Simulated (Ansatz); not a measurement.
BN: relaxation of cell and atoms with LDA

BN:

```
N B
1.0
     2.49824    0.00000    0.00000
    -1.24912    2.16354    0.00000
     0.00000    0.00000    6.63570
N B
2 2
Direct
  0.66667 0.33333 0.25000
  0.33333 0.66667 0.75000
  0.66667 0.33333 0.75000
  0.33333 0.66667 0.25000
```

```yaml
Program: Ansatz 0.2.0
Task: relaxation of cell and atoms
Functional: LDA
Potentials_or_basis: Ansatz PAW
Cutoff: "420 eV (not typed: the program's choice for these potentials)"
k_mesh: 12 × 12 × 4
Occupations: fermi-dirac, width 0.05 eV
Spin: no spin polarisation
```

```json
{
 "Relaxed volume": "8.71 Å³/atom",
 "Relaxed cell": "a = 2.489 Å, b = 2.489 Å, c = 6.495 Å, α = 90.00°, β = 90.00°, γ = 120.00°",
 "Space group after relaxing (to 0.05 Å)": "P6_3/mmc (No. 194)",
 "Energy gained by relaxing": "1.2 meV/atom",
 "Ionic steps": "8",
 "Pressure after relaxing": "0.0 GPa",
 "Band gap on the k mesh": "4.07 eV"
}
```

Step by step:
| step | energy change (eV) | largest force (eV/Å) | volume (Å³) |
| --- | --- | --- | --- |
| 1 | 0.0000 | 0.0000 | 35.87 |
| 2 | -0.0068 | 0.0000 | 35.29 |
| 3 | -0.0082 | 0.0000 | 35.09 |
| 4 | -0.0047 | 0.0000 | 35.09 |
| 5 | -0.0058 | 0.0000 | 34.91 |
| 6 | -0.0050 | 0.0000 | 34.91 |
| 7 | -0.0053 | 0.0000 | 34.85 |
| 8 | -0.0049 | 0.0000 | 34.85 |

Final structure:
```
N B
1.0
     2.48895    0.00000    0.00000
    -1.24447    2.15549    0.00000
     0.00000    0.00000    6.49540
N B
2 2
Direct
  0.66667 0.33333 0.25000
  0.33333 0.66667 0.75000
  0.66667 0.33333 0.75000
  0.33333 0.66667 0.25000
```

It took 6.1 s on 2 threads of Arm Neoverse V1 (shared host), peak memory 0.3 GiB.

Caveat: the plane-wave basis is chosen anew once the cell has moved, so the energies of steps on either side of that aren't comparable; the pressure holds a Pulay correction of +0.8 GPa for the finite cutoff; the PAW data sets come from PBE, with cores solved anew for the run's functional, which leaves a small shift of forces and pressure. A k mesh can miss the band edges.
